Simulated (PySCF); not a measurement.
A PySCF script (with the pyscf-properties extension) for the NMR shieldings of triethylamine (SMILES CCN(CC)CC), on a PBE0-D3(BJ)/def2-SVP geometry:

```python
import basis_set_exchange as bse
import numpy as np
from pyscf import gto, dft
from pyscf.prop import nmr

atoms = """
C    -2.048305    1.377274   -0.107995
C    -0.713692    1.145965    0.578626
N     0.008808    0.000026    0.060991
C     1.443251    0.107213    0.246602
C     2.109239    1.052848   -0.737550
C    -0.527093   -1.264091    0.527859
C    -0.250589   -2.420064   -0.417375
H    -2.741292    0.533847    0.034100
H    -1.900966    1.509907   -1.190194
H    -2.541090    2.276436    0.292688
H    -0.858732    1.069007    1.681418
H    -0.088369    2.038836    0.425401
H     1.879465   -0.894296    0.111138
H     1.694979    0.402936    1.291699
H     1.908811    0.729879   -1.770021
H     1.744141    2.086176   -0.634009
H     3.198679    1.073617   -0.580878
H    -1.617658   -1.154626    0.629416
H    -0.155436   -1.508491    1.550182
H     0.827117   -2.607752   -0.540599
H    -0.703466   -3.349362   -0.038997
H    -0.667905   -2.205434   -1.412496
"""
names = dict.fromkeys(["C", "N", "H"], "pcSseg-1")
basis = {el: gto.basis.parse(bse.get_basis(n, elements=[el], fmt="nwchem")) for el, n in names.items()}
mol = gto.M(atom=atoms, basis=basis, charge=0, verbose=0)
mf = dft.RKS(mol, xc="PBE0")
mf.grids.level = 2
mf.grids.alignment = dft.numint.BLKSIZE   # the property module wants whole blocks of grid points
mf.conv_tol = 1e-9
mf.kernel()

calc = nmr.RKS(mf)   # GIAO
C = mf.mo_coeff
Co = C[:, mf.mo_occ > 0]
resp = mf.gen_response(singlet=True, hermi=2)
def vind(x):   # induced exchange potential for any number of trial vectors
    d = np.einsum("pi,xij,qj->xpq", C, 2 * x.reshape(-1, C.shape[1], Co.shape[1]), Co, optimize=True)
    return np.einsum("xpq,pi,qj->xij", resp(d - d.transpose(0, 2, 1)), C, Co, optimize=True).ravel()
mo1, _ = nmr.rhf.solve_mo1(calc, with_cphf=vind)
sigma = calc.kernel(mo1)
for i, s in enumerate(sigma):   # ppm
    print("%2d %-2s %9.2f" % (i, mol.atom_pure_symbol(i), np.trace(s) / 3))
```

Q: What are the results?

A: 
```
 0 C     168.37
 1 C     136.84
 2 N     196.92
 3 C     136.80
 4 C     168.36
 5 C     136.89
 6 C     168.35
 7 H      30.03
 8 H      30.29
 9 H      30.37
10 H      29.56
11 H      28.91
12 H      28.92
13 H      29.56
14 H      30.29
15 H      30.03
16 H      30.37
17 H      28.91
18 H      29.57
19 H      30.03
20 H      30.37
21 H      30.29
```

These numbers come from an equivalent density-fitted implementation of the same equations, which agrees with the script to about 0.01 ppm for H and up to a few tenths of a ppm for heavy atoms, so last digits may differ.

Q: Turn these shieldings into chemical shifts. Referencing at the same level of theory: TMS for $^{13}$C (σref 184.41), $^{1}$H (σref 31.27); $^{15}$N (σref 265.67) vs NH3.

A: Averaging equivalent atoms: C 1/3/5: 47.6; C 0/4/6: 16.0; N 2: 68.7; H 10/11/12/13/17/18: 2.03; H 7/8/9/14/15/16/19/20/21: 1.04 ppm. Experimental scales use liquid or dissolved standards, which lie at an offset from isolated NH3 (liquid NH3: subtract about 20 ppm).

Size and cost of the density-fitted run: 194 basis functions, roughly 28 core-seconds.
